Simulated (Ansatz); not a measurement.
# Polar CdSe (0001) films against thickness

Aim: dipole, vacuum step and gap of CdSe (0001) films by thickness.

Calculated with Ansatz 0.2.0; plane-wave DFT, PBEsol, Ansatz PAW.

### 1. The structure

The cell holds 2 atoms: 1 Se and 1 Cd. Cell: a = 4.300 Å, b = 4.300 Å, c = 18.869 Å, α = 90.0°, β = 90.0°, γ = 120.0°. It derives from CdSe (wurtzite CdSe). Vacuum lies along c.

### 2. Relaxation, 2 atoms, units 1

The structure is relaxed first, because levels and dipoles at a surface follow the positions of the outer atoms.

Contents of input.yaml:

```yaml
crystal:
  lattice:
    - [4.3, 0.0, 0.0]
    - [-2.15, 3.72390924, 0.0]
    - [0.0, 0.0, 18.86924]
  atoms:
    - { symbol: Se, position: [0.66666667, 0.33333333, 0.4769667459] }
    - { symbol: Cd, position: [0.33333333, 0.66666667, 0.5230332541] }
kpoints:
  mp_grid: { grid: [12, 12, 1] }
hamiltonian:
  xc: pbesol
scf:
  occupations: { method: fermi_dirac, width: 0.03 }
  convergence: { dr2_threshold: 1.0e-09 }
efield:
  axis: 3
  dipole_correction: true
  ramp_position: 0.97
  ramp_width: 0.06
relax:
  f_tol: 0.01
  max_steps: 100
output:
  write_potential: true
  write_density: true
  volumetric_format: npy
```

Launch:

```bash
$ ansatz run input.yaml --threads 8 --pin off --max-ram 25600MiB --backend cpu --events-out ev --progress --plain --runs-dir out
```

Numbers of over 12 decimals in the logs are rounded to 6 here.

What it wrote:

```text
Engine: ansatz 0.2.0, aarch64-unknown-linux-gnu
Pseudopotentials: kind: paw
Pseudopotential: Se, paw, valence charge 16, recommended cutoff 420 eV (normal), Se.paw.azcp
Pseudopotential: Cd, paw, valence charge 20, recommended cutoff 420 eV (normal), Cd.paw.azcp
Functional definition: PBEsol
  exchange = pbesol_x
  correlation = pbesol_c
Crystal: 2 atoms, lattice volume = 302.150 Å³
Basis set: ecut = 420 eV, 5889 PW (Γ), exchange–correlation on 60×60×256 points (8 copies of the dense FFT grid, shifted against one another)
Bands: 22, of which v1, the nominal top of the filled ones, is band 18 counted from 1 (17 counted from 0)
Symmetry: 6 space group operations
Space group: P3m1 (ITA 156), of the structure as read, at distance tolerance 6.7e-5 Å
k-points: 19 of 144 (time reversal used)
Non-local potential: Se, projectors of the file, l = 0: 2, l = 1: 2, l = 2: 3, l = 3: 1
Non-local potential: Cd, projectors of the file, l = 0: 3, l = 1: 2, l = 2: 2, l = 3: 1
PAW form: soft (Blöchl's): semilocal exchange-correlation on the pseudo side does not see the compensation charge
PAW frozen core: Se, regenerated for the run's functional, and the local potential with it (the file was generated under x = pbe(κ = 0.804, μ = 0.219515), c = pbe(β = 0.066725))
PAW frozen core: Cd, regenerated for the run's functional, and the local potential with it (the file was generated under x = pbe(κ = 0.804, μ = 0.219515), c = pbe(β = 0.066725))
PAW one-centre angular grid: Se, 590 points (default); XC on 64 Gauss nodes
PAW one-centre angular grid: Cd, 590 points (default); XC on 64 Gauss nodes
Initial density: superposition of atomic densities (neutral atoms: chi_scale 0, normalization atom), corrected by the library's trained network
Initial wavefunctions: pseudopotential atomic-orbital guess
Functional: x = pbesol(κ = 0.804, μ = 0.123457), c = pbesol(β = 0.046)
SCF iter   1: F=—  HF=-13608.588541 eV  |F-HF|=—  |Δ(HF+E_count)|=         —  Δρ=1.90e-3  dr2=9.42e-3  ethr=1.77e-3  p=0.149 e·Å  D=8.93e-2 V/Å  ΔV_dip=-1.68 eV  dr2_dipole=2.10e-4  V_vac-E_F(+/−)=3.58/5.27 eV  ⟨swp⟩=8.4  Hψ=2297  notcnv=0
efield: sawtooth ramp at fractional position 0.9700 (set: `efield.ramp_position`, or a place that a band, a saddle search or an elastic batch's reference lends), width 0.0600; the density the first Hamiltonian is built on has a dipole p = 0.149 e·Å; the dipole correction subtracts the counter field D = 8.93e-2 V/Å, which shifts the + side's vacuum level by -1.68 eV against the − side's; the planar-averaged density in the ramp window peaks in size at 6.6e-6 e/Å³
preconditioner: auto → Resta (q_TF=auto, 1.914 Å⁻¹)  ε∞=1.7  [insulator: Δε(μ)=1.424 eV  Ē_g=10.687 eV  σ=0.030 eV  W_gap=1.00  n_scr=40 (ndim 8)  ℏωp=9.1 eV  f_vac=0.767  D(μ)=0.00/eV (n_scr^D=0)  ε∞_Penn≈1.7  vacuum switching on, ρ_ref=8.3e-3 e/Å³]
SCF iter   2: F=—  HF=-13608.586626 eV  |F-HF|=—  |Δ(HF+E_count)|=   1.92e-3  Δρ=6.74e-4  dr2=1.77e-3  ethr=2.62e-5  p=0.158 e·Å  D=9.45e-2 V/Å  ΔV_dip=-1.78 eV  dr2_dipole=8.28e-5  V_vac-E_F(+/−)=3.57/5.35 eV  ⟨swp⟩=3.1  Hψ=1006  notcnv=0
SCF iter   3: F=—  HF=-13608.586671 eV  |F-HF|=—  |Δ(HF+E_count)|=   4.48e-5  Δρ=3.47e-4  dr2=6.63e-4  ethr=4.92e-6  p=0.153 e·Å  D=9.14e-2 V/Å  ΔV_dip=-1.72 eV  dr2_dipole=8.93e-5  V_vac-E_F(+/−)=3.60/5.33 eV  ⟨swp⟩=2.2  Hψ=567  notcnv=0
SCF iter   4: F=—  HF=-13608.586640 eV  |F-HF|=—  |Δ(HF+E_count)|=   3.08e-5  Δρ=1.46e-4  dr2=6.36e-5  ethr=1.84e-6  p=0.157 e·Å  D=9.37e-2 V/Å  ΔV_dip=-1.77 eV  dr2_dipole=1.43e-6  V_vac-E_F(+/−)=3.57/5.34 eV  ⟨swp⟩=2.2  Hψ=510  notcnv=0
SCF iter   5: F=—  HF=-13608.586683 eV  |F-HF|=—  |Δ(HF+E_count)|=   4.27e-5  Δρ=3.28e-5  dr2=3.50e-6  ethr=1.77e-7  p=0.156 e·Å  D=9.36e-2 V/Å  ΔV_dip=-1.77 eV  dr2_dipole=3.88e-8  V_vac-E_F(+/−)=3.57/5.34 eV  ⟨swp⟩=2.2  Hψ=632  notcnv=0
SCF iter   6: F=—  HF=-13608.586612 eV  |F-HF|=—  |Δ(HF+E_count)|=   7.06e-5  Δρ=9.12e-6  dr2=3.04e-7  ethr=9.72e-9  p=0.156 e·Å  D=9.37e-2 V/Å  ΔV_dip=-1.77 eV  dr2_dipole=1.31e-8  V_vac-E_F(+/−)=3.57/5.34 eV  ⟨swp⟩=2.0  Hψ=589  notcnv=0
SCF iter   7: F=—  HF=-13608.586612 eV  |F-HF|=—  |Δ(HF+E_count)|=   3.29e-7  Δρ=2.93e-6  dr2=2.14e-8  ethr=8.45e-10  p=0.156 e·Å  D=9.37e-2 V/Å  ΔV_dip=-1.77 eV  dr2_dipole=3.65e-11  V_vac-E_F(+/−)=3.57/5.34 eV  ⟨swp⟩=2.0  Hψ=677  notcnv=0
SCF iter   8: F=—  HF=-13608.586612 eV  |F-HF|=—  |Δ(HF+E_count)|=   6.01e-8  Δρ=5.24e-7  dr2=1.63e-9  ethr=5.95e-11  p=0.156 e·Å  D=9.37e-2 V/Å  ΔV_dip=-1.77 eV  dr2_dipole=1.16e-10  V_vac-E_F(+/−)=3.57/5.34 eV  ⟨swp⟩=2.0  Hψ=589  notcnv=0
SCF iter   9: F=-13608.586612 eV  HF=-13608.586612 eV  |F-HF|=1.66e-10  |Δ(HF+E_count)|=   1.02e-9  Δρ=1.36e-7  dr2=4.49e-11  ethr=2.78e-12  p=0.156 e·Å  D=9.37e-2 V/Å  ΔV_dip=-1.77 eV  dr2_dipole=1.43e-12  V_vac-E_F(+/−)=3.57/5.34 eV  ⟨swp⟩=7.2  Hψ=2159  notcnv=0
SCF 1 converged in 9 iterations: F = -13608.586612 eV  dr2 = 4.49e-11
  greatest PAW one-centre occupation: 1.000 electrons in one spin orbital (limit 2), on the Cd atom at site 1 (counted from 0), in its partial waves of l = 0
relax step   1: F+E_penalty+E_count = -13608.58661241 eV  Δ(F+E_penalty+E_count) = +0.000e0 eV  max|allowed force component| = 8.912e-1 eV/Å  Δτ_max = 0.0000 Å  (9 SCF iters, accepted)
Initial density: handed on by an earlier stage of this run
Initial wavefunctions: those handed on with the density
iter 1 solved again at ethr=2.53e-4 eV; its pass at ethr=3.10e-3 eV (dr2=9.12e-2 eV) is discarded
SCF iter   1: F=—  HF=-13608.779479 eV  |F-HF|=—  |Δ(HF+E_count)|=         —  Δρ=3.26e-3  dr2=8.89e-2  ethr=2.53e-4  p=0.156 e·Å  D=9.37e-2 V/Å  ΔV_dip=-1.77 eV  dr2_dipole=1.25e-2  V_vac-E_F(+/−)=3.69/5.46 eV  ⟨swp⟩=1.6  Hψ=2146  notcnv=0
efield: sawtooth ramp at fractional position 0.9700 (set: `efield.ramp_position`, or a place that a band, a saddle search or an elastic batch's reference lends), width 0.0600; the density the first Hamiltonian is built on has a dipole p = 0.156 e·Å; the dipole correction subtracts the counter field D = 9.37e-2 V/Å, which shifts the + side's vacuum level by -1.77 eV against the − side's; the planar-averaged density in the ramp window peaks in size at 2.8e-6 e/Å³
preconditioner: auto → Resta (q_TF=auto, 1.914 Å⁻¹)  ε∞=1.7  [insulator: Δε(μ)=1.386 eV  Ē_g=11.044 eV  σ=0.030 eV  W_gap=1.00  n_scr=40 (ndim 8)  ℏωp=9.1 eV  f_vac=0.780  D(μ)=0.00/eV (n_scr^D=0)  ε∞_Penn≈1.7  vacuum switching on, ρ_ref=8.8e-3 e/Å³]
[...]
SCF iter   1: F=—  HF=-13608.756459 eV  |F-HF|=—  |Δ(HF+E_count)|=         —  Δρ=2.80e-4  dr2=6.06e-4  ethr=1.68e-5  p=0.090 e·Å  D=5.37e-2 V/Å  ΔV_dip=-1.01 eV  dr2_dipole=9.15e-5  V_vac-E_F(+/−)=4.30/5.31 eV  ⟨swp⟩=3.4  Hψ=1076  notcnv=0
efield: sawtooth ramp at fractional position 0.9700 (set: `efield.ramp_position`, or a place that a band, a saddle search or an elastic batch's reference lends), width 0.0600; the density the first Hamiltonian is built on has a dipole p = 0.090 e·Å; the dipole correction subtracts the counter field D = 5.37e-2 V/Å, which shifts the + side's vacuum level by -1.01 eV against the − side's; the planar-averaged density in the ramp window peaks in size at 1.3e-6 e/Å³
preconditioner: auto → Resta (q_TF=auto, 1.914 Å⁻¹)  ε∞=1.6  [insulator: Δε(μ)=1.393 eV  Ē_g=11.273 eV  σ=0.030 eV  W_gap=1.00  n_scr=40 (ndim 8)  ℏωp=9.1 eV  f_vac=0.778  D(μ)=0.00/eV (n_scr^D=0)  ε∞_Penn≈1.6  vacuum switching on, ρ_ref=9.2e-3 e/Å³]
SCF iter   2: F=—  HF=-13608.756291 eV  |F-HF|=—  |Δ(HF+E_count)|=   1.68e-4  Δρ=1.51e-4  dr2=8.87e-5  ethr=1.68e-6  p=0.084 e·Å  D=5.02e-2 V/Å  ΔV_dip=-0.95 eV  dr2_dipole=3.39e-6  V_vac-E_F(+/−)=4.34/5.29 eV  ⟨swp⟩=2.0  Hψ=734  notcnv=0
SCF iter   3: F=—  HF=-13608.756278 eV  |F-HF|=—  |Δ(HF+E_count)|=   1.30e-5  Δρ=6.69e-5  dr2=1.72e-5  ethr=2.47e-7  p=0.085 e·Å  D=5.08e-2 V/Å  ΔV_dip=-0.96 eV  dr2_dipole=1.91e-6  V_vac-E_F(+/−)=4.34/5.30 eV  ⟨swp⟩=2.0  Hψ=568  notcnv=0
SCF iter   4: F=—  HF=-13608.756274 eV  |F-HF|=—  |Δ(HF+E_count)|=   4.07e-6  Δρ=3.56e-5  dr2=4.53e-6  ethr=4.78e-8  p=0.084 e·Å  D=5.04e-2 V/Å  ΔV_dip=-0.95 eV  dr2_dipole=1.14e-7  V_vac-E_F(+/−)=4.34/5.30 eV  ⟨swp⟩=2.3  Hψ=571  notcnv=0
SCF iter   5: F=—  HF=-13608.756270 eV  |F-HF|=—  |Δ(HF+E_count)|=   3.92e-6  Δρ=8.42e-6  dr2=2.56e-7  ethr=1.26e-8  p=0.084 e·Å  D=5.02e-2 V/Å  ΔV_dip=-0.95 eV  dr2_dipole=7.30e-9  V_vac-E_F(+/−)=4.35/5.30 eV  ⟨swp⟩=2.0  Hψ=586  notcnv=0
SCF iter   6: F=—  HF=-13608.756190 eV  |F-HF|=—  |Δ(HF+E_count)|=   8.02e-5  Δρ=1.91e-6  dr2=1.21e-8  ethr=7.12e-10  p=0.084 e·Å  D=5.02e-2 V/Å  ΔV_dip=-0.95 eV  dr2_dipole=2.59e-10  V_vac-E_F(+/−)=4.35/5.30 eV  ⟨swp⟩=2.0  Hψ=569  notcnv=0
SCF iter   7: F=-13608.756190 eV  HF=-13608.756190 eV  |F-HF|=1.42e-9  |Δ(HF+E_count)|=   1.66e-8  Δρ=3.76e-7  dr2=4.80e-10  ethr=2.78e-12  p=0.084 e·Å  D=5.02e-2 V/Å  ΔV_dip=-0.95 eV  dr2_dipole=2.05e-11  V_vac-E_F(+/−)=4.35/5.30 eV  ⟨swp⟩=6.0  Hψ=2436  notcnv=0
SCF 3 converged in 7 iterations: F = -13608.756190 eV  dr2 = 4.80e-10
relax step   3: F+E_penalty+E_count = -13608.75619014 eV  Δ(F+E_penalty+E_count) = -1.657e-3 eV  max|allowed force component| = 3.344e-2 eV/Å  Δτ_max = 0.0161 Å  (7 SCF iters, accepted)
SCF iter   1: F=—  HF=-13608.756993 eV  |F-HF|=—  |Δ(HF+E_count)|=         —  Δρ=2.74e-4  dr2=5.84e-4  ethr=1.63e-5  p=0.084 e·Å  D=5.02e-2 V/Å  ΔV_dip=-0.95 eV  dr2_dipole=9.00e-5  V_vac-E_F(+/−)=4.36/5.31 eV  ⟨swp⟩=3.4  Hψ=1077  notcnv=0
efield: sawtooth ramp at fractional position 0.9700 (set: `efield.ramp_position`, or a place that a band, a saddle search or an elastic batch's reference lends), width 0.0600; the density the first Hamiltonian is built on has a dipole p = 0.084 e·Å; the dipole correction subtracts the counter field D = 5.02e-2 V/Å, which shifts the + side's vacuum level by -0.95 eV against the − side's; the planar-averaged density in the ramp window peaks in size at 2.8e-6 e/Å³
preconditioner: auto → Resta (q_TF=auto, 1.914 Å⁻¹)  ε∞=1.6  [insulator: Δε(μ)=1.380 eV  Ē_g=11.305 eV  σ=0.030 eV  W_gap=1.00  n_scr=40 (ndim 8)  ℏωp=9.1 eV  f_vac=0.779  D(μ)=0.00/eV (n_scr^D=0)  ε∞_Penn≈1.6  vacuum switching on, ρ_ref=9.3e-3 e/Å³]
SCF iter   2: F=—  HF=-13608.756847 eV  |F-HF|=—  |Δ(HF+E_count)|=   1.47e-4  Δρ=1.47e-4  dr2=8.45e-5  ethr=1.62e-6  p=0.078 e·Å  D=4.68e-2 V/Å  ΔV_dip=-0.88 eV  dr2_dipole=3.30e-6  V_vac-E_F(+/−)=4.40/5.28 eV  ⟨swp⟩=2.0  Hψ=746  notcnv=0
SCF iter   3: F=—  HF=-13608.756834 eV  |F-HF|=—  |Δ(HF+E_count)|=   1.29e-5  Δρ=6.62e-5  dr2=1.57e-5  ethr=2.35e-7  p=0.079 e·Å  D=4.73e-2 V/Å  ΔV_dip=-0.89 eV  dr2_dipole=1.68e-6  V_vac-E_F(+/−)=4.40/5.29 eV  ⟨swp⟩=2.0  Hψ=567  notcnv=0
SCF iter   4: F=—  HF=-13608.756816 eV  |F-HF|=—  |Δ(HF+E_count)|=   1.77e-5  Δρ=3.38e-5  dr2=3.96e-6  ethr=4.37e-8  p=0.078 e·Å  D=4.69e-2 V/Å  ΔV_dip=-0.89 eV  dr2_dipole=8.67e-8  V_vac-E_F(+/−)=4.40/5.29 eV  ⟨swp⟩=2.2  Hψ=562  notcnv=0
SCF iter   5: F=—  HF=-13608.756823 eV  |F-HF|=—  |Δ(HF+E_count)|=   6.76e-6  Δρ=7.77e-6  dr2=2.10e-7  ethr=1.10e-8  p=0.078 e·Å  D=4.68e-2 V/Å  ΔV_dip=-0.88 eV  dr2_dipole=5.26e-9  V_vac-E_F(+/−)=4.41/5.29 eV  ⟨swp⟩=2.0  Hψ=583  notcnv=0
SCF iter   6: F=—  HF=-13608.756744 eV  |F-HF|=—  |Δ(HF+E_count)|=   7.83e-5  Δρ=1.78e-6  dr2=1.02e-8  ethr=5.84e-10  p=0.078 e·Å  D=4.67e-2 V/Å  ΔV_dip=-0.88 eV  dr2_dipole=2.06e-10  V_vac-E_F(+/−)=4.41/5.29 eV  ⟨swp⟩=2.0  Hψ=567  notcnv=0
SCF iter   7: F=-13608.756744 eV  HF=-13608.756744 eV  |F-HF|=1.26e-9  |Δ(HF+E_count)|=   1.47e-8  Δρ=3.63e-7  dr2=4.30e-10  ethr=2.78e-12  p=0.078 e·Å  D=4.67e-2 V/Å  ΔV_dip=-0.88 eV  dr2_dipole=1.76e-11  V_vac-E_F(+/−)=4.41/5.29 eV  ⟨swp⟩=6.0  Hψ=2434  notcnv=0
SCF 4 converged in 7 iterations: F = -13608.756744 eV  dr2 = 4.30e-10
relax step   4: F+E_penalty+E_count = -13608.75674442 eV  Δ(F+E_penalty+E_count) = -5.543e-4 eV  max|allowed force component| = 2.417e-3 eV/Å  Δτ_max = 0.0159 Å  (7 SCF iters, accepted)
NSCF: frozen V_eff on 19 k-points
the band table was solved once a step of the walk had ended and its energy, with any forces and stress, was formed, with the checks that follow a solve (2599 applications of the Hamiltonian). They found nothing against the state; the energy, forces and stress were not computed again (output.eigenvalues in the input reference)
SCF converged after 7 iterations
Free energy (F): -13608.756744 eV
Harris-Foulkes:  -13608.756744 eV  (|F-HF|=1.26e-9)
Internal energy: -13608.756744 eV  (E = F + TS)
E sigma→0 (E₀):  -13608.756744 eV
Fermi energy:    -2.487880 eV
Dipole field:    D = 0.046696 V/Å  (p = 0.077972 e·Å, saw-weighted, corrected)
Work function:   Φ+ = 4.4065 eV   Φ− = 5.2876 eV
Levels:          The Fermi level and band energies are counted from a zero that moves with the ramp; work functions are not
--- Per-component energies (eV) ---
  E_band       = -1266.724339
  E_kinetic    = 623.710728
  E_local      = -24613.689126  (includes V_loc(G=0)·N_el)
  E_nonlocal   = -556.430732
  E_hartree    = 11959.739579
  E_xc         = -278.168143
  E_vxc        = -318.236621  (∫ρ·V_xc dr)
  E_paw        = -5881.553510  (= ΣΔE_a)
  E_vpaw       = -321.521279  (= ΣTr[D̂ρ^β])
  E_aug_tail   = -0.000579  (compensation charges beyond the density's cutoff)
  E_efield     = 0.001820  (sawtooth field / dipole correction)
  E_vefield    = -0.035148  (∫n·V_field dr)
  E_ewald      = 5136.282809
  E_core_change = 1.350410  (= ΣΔE_core)
  E_smearing   = -0.000000  (= −TS)
  E_closure    = 0.000000  (closes the sum)
  Σ components = -13608.756744   (vs F -13608.756744, Δ=0.00e0)
--- Forces (eV/Å), atoms counted from 1 ---
  atom   1  Se    -0.00000000     0.00000000     0.00241997
  atom   2  Cd     0.00000000    -0.00000000    -0.00241304
  max |Σ_I F_I| component: 6.93e-6 eV/Å
--- Band table (eV; the first three rows and the last of 19) ---
  k-point 0: bands = [... 14 lower, -10.5322, -4.7636, -3.1900, -3.1900, -1.8088, 1.2664, 2.3570, 2.5212]
  k-point 1: bands = [... 14 lower, -10.5224, -4.7366, -3.7046, -3.2993, -1.3258, 1.3330, 2.3970, 2.5919]
  k-point 2: bands = [... 14 lower, -10.4962, -4.8983, -4.2970, -3.5778, -0.6300, 1.4697, 2.4607, 2.7417]
  k-point 18: bands = [... 14 lower, -10.1842, -6.9806, -5.7409, -3.4908, 0.5193, 2.8391, 3.2697, 4.0620]
--- Relaxed structure (4 steps of the walk, 4 accepted, 0 SCFs on fresh bases) ---
  F+E_penalty+E_count = -13608.75674442 eV   max|allowed force component| = 2.417e-3 eV/Å
  atoms:
    - { symbol: Se, position: [0.666667, 0.333333, 0.488994] }
    - { symbol: Cd, position: [0.333333, 0.666667, 0.511006] }
```

It took 6.5 s on 8 threads of Arm Neoverse V1, shared host; peak memory 0.72 GiB; 43 s of CPU time.

Step by step:

| step | energy less that of the first step (eV) | largest force component (eV/Å) |
| --- | --- | --- |
| 1 | 0.0000 | 0.8912 |
| 2 | -0.1679 | 0.0704 |
| 3 | -0.1696 | 0.0334 |
| 4 | -0.1701 | 0.0024 |

Forces are held to the 6 operations that the run works with; a distortion that breaks them can't arise in this run.

The atoms that moved most (Å):

| atom | dx | dy | dz | length |
| --- | --- | --- | --- | --- |
| Se1 | 0.000 | 0.000 | 0.227 | 0.227 |
| Cd2 | 0.000 | 0.000 | -0.227 | 0.227 |

Final coordinates:

```xyz
2
Lattice="4.3000 0.0000 0.0000 -2.1500 3.7239 0.0000 0.0000 0.0000 18.8692" Properties=species:S:1:pos:R:3
Se    2.1500    1.2413    9.2269
Cd    0.0000    2.4826    9.6423
```

Numbers from this step:

```yaml
gap_on_the_k_mesh: 1.381 eV
dipole_along_the_normal: 0.07797 e·Å
step_between_the_vacuum_levels: -0.8811 eV
ionisation_energy_upper_face: 5.109 eV
electron_affinity_upper_face: 3.727 eV
ionisation_energy_lower_face: 5.990 eV
```

Running mean over 3.505 Å of the planar mean; the ramp of the sawtooth is left out. Table of electron's electrostatic potential energy less the Fermi level by z:

| z (Å) | electron's electrostatic potential energy less the Fermi level (eV) |
| --- | --- |
| 3.0 | 5.29 |
| 3.5 | 5.29 |
| 4.0 | 5.29 |
| 4.5 | 5.29 |
| 5.0 | 5.28 |
| 5.5 | 5.27 |
| 6.0 | 5.23 |
| 6.5 | 5.04 |
| 7.0 | 4.31 |
| 7.5 | 2.87 |
| 8.0 | 1.10 |
| 8.5 | -0.276 |
| 9.0 | -0.876 |
| 9.5 | -1.07 |
| 10.0 | -1.04 |
| 10.5 | -0.450 |
| 11.0 | 0.856 |
| 11.5 | 2.51 |
| 12.0 | 3.76 |
| 12.5 | 4.25 |
| 13.0 | 4.37 |
| 13.5 | 4.40 |
| 14.0 | 4.40 |
| 14.5 | 4.41 |
| 15.0 | 4.41 |
| 15.5 | 4.41 |
| 16.0 | 4.41 |

The relaxation took 4 steps and lowered the energy by 0.17 eV; the largest force on the free atoms ends at 0.0024 eV/Å.

The gap is 1.38 eV, with the valence edge 5.11 eV and the conduction edge 3.73 eV under the upper vacuum level.

[end of part 1 of 5]

[Logs are printed without paths, hosts, clocks, repeated set-up lines and the standing remarks that a program may print on its own settings, such as how far it seeks lower states.]

[Hosts, paths, dates, database ids (printed as entryN), source tags and the programs' standing remarks are cut or masked in the printed files.]

[Maps of the electrostatic potential energy from Ansatz leave out the sawtooth potential of an applied field or a dipole correction, so their vacuum need not be flat; planar profiles and work functions include it.]
